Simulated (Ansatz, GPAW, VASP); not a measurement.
One calculation of WC, 3 ways

```xyz
2
Lattice="2.9065 0.0000 0.0000 -1.4532 2.5171 0.0000 0.0000 0.0000 2.8366" Properties=species:S:1:pos:R:3 pbc="T T T"
W     0.0000    0.0000    0.0000
C     1.4533    0.8390    1.4183
```

Alike in all runs: task single point; functional PBE; k mesh 10 × 10 × 9; occupations gaussian, width 0.022 eV; no spin polarisation; no spin-orbit coupling. Pressure is positive in compression and, in plane waves, holds the error of the finite cutoff.

| program and potentials | plane-wave cutoff (eV) | notes | pressure (GPa) |
| --- | --- | --- | --- |
| Ansatz, all-electron LAPW, scalar-relativistic | - | - | 5.69 |
| VASP, PBE PAW files C, W_sv, 520 eV | 520 | - | 6.73 |
| GPAW, GPAW PAW data sets (gpaw-data 1.2.1) | 800 | - | 5.36 |

The pressure spans 5.36 (GPAW, GPAW PAW data sets (gpaw-data 1.2.1)) to 6.73 GPa (VASP, PBE PAW files C, W_sv, 520 eV), with all-electron results at 5.69.

Differences between rows come from potentials, basis sets and numerical settings, since the functional is the same but for its coding. Runs on potential files found faulty are left out.

All three calculations put WC under compression at this geometry, so PBE favours a somewhat larger cell. The cell is close to the measured one, and the sign fits the functional's usual tendency to overestimate the lattice constants of 5d compounds slightly. Pressures of several GPa do not imply a large error in bond length. Strong covalent W 5d–C 2p bonding, added to the metallic cohesion, makes the carbide extremely stiff, so even a small volume mismatch produces a substantial pressure. For the same reason, the spread between programs corresponds to only a small difference in equilibrium volume.

GPAW lies slightly below the all-electron value and VASP further above it. An incomplete plane-wave basis normally lowers the calculated pressure, so the VASP excess probably stems from the potentials rather than from its lower cutoff. The common sign supports expansion on relaxation, but a single scalar pressure cannot show how that expansion would divide between the a and c axes.
